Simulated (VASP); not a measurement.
Crystal: Ca.

```
Ca
1.0
     0.00000    8.38260    8.38260
     8.38260    0.00000    8.38260
     8.38260    8.38260    0.00000
Ca
27
Direct
  0.00000 0.00000 0.00000
  0.00000 0.00000 0.33333
  0.00000 0.00000 0.66667
  0.00000 0.33333 0.00000
  0.00000 0.33333 0.33333
  0.00000 0.33333 0.66667
  0.00000 0.66667 0.00000
  0.00000 0.66667 0.33333
  0.00000 0.66667 0.66667
  0.33333 0.00000 0.00000
  0.33333 0.00000 0.33333
  0.33333 0.00000 0.66667
  0.33333 0.33333 0.00000
  0.33333 0.33333 0.33333
  0.33333 0.33333 0.66667
  0.33333 0.66667 0.00000
  0.33333 0.66667 0.33333
  0.33333 0.66667 0.66667
  0.66667 0.00000 0.00000
  0.66667 0.00000 0.33333
  0.66667 0.00000 0.66667
  0.66667 0.33333 0.00000
  0.66667 0.33333 0.33333
  0.66667 0.33333 0.66667
  0.66667 0.66667 0.00000
  0.66667 0.66667 0.33333
  0.66667 0.66667 0.66667
```

| Quantity | Value |
| --- | --- |
| Program | VASP 6.6.1 |
| Task | phonon dispersion |
| Functional | PBE |
| Potentials or basis | VASP PAW PBE potentials, release 64 (Ca_sv) |
| Cutoff | 520 eV |
| k mesh | 3 × 3 × 3 |
| Occupations | methfessel-paxton, width 0.1 eV |
| Spin | no spin polarisation |
| Long-range dipole term | no |
| Supercell matrix | [3, 0, 0, 0, 3, 0, 0, 0, 3] |
| Further INCAR settings | LREAL = Auto; ALGO = Normal; EDIFF = 1e-07; IBRION = 6; POTIM = 0.015; NSW = 1 |

Is this structure dynamically stable at this level, and how far does the spectrum reach?

Yes, as far as this q mesh shows: no mode on the path is imaginary. The highest frequency is 163 cm⁻¹.

Phonon frequencies at the corners of the path (cm⁻¹, interpolated; i marks imaginary ones):
```csv
point,frequencies
Γ,0 0 0
X,123 123 163
W,107 141 141
K,108 128 149
L,72 72 147
U,108 128 149
```

A q mesh this small can miss soft modes between its points.
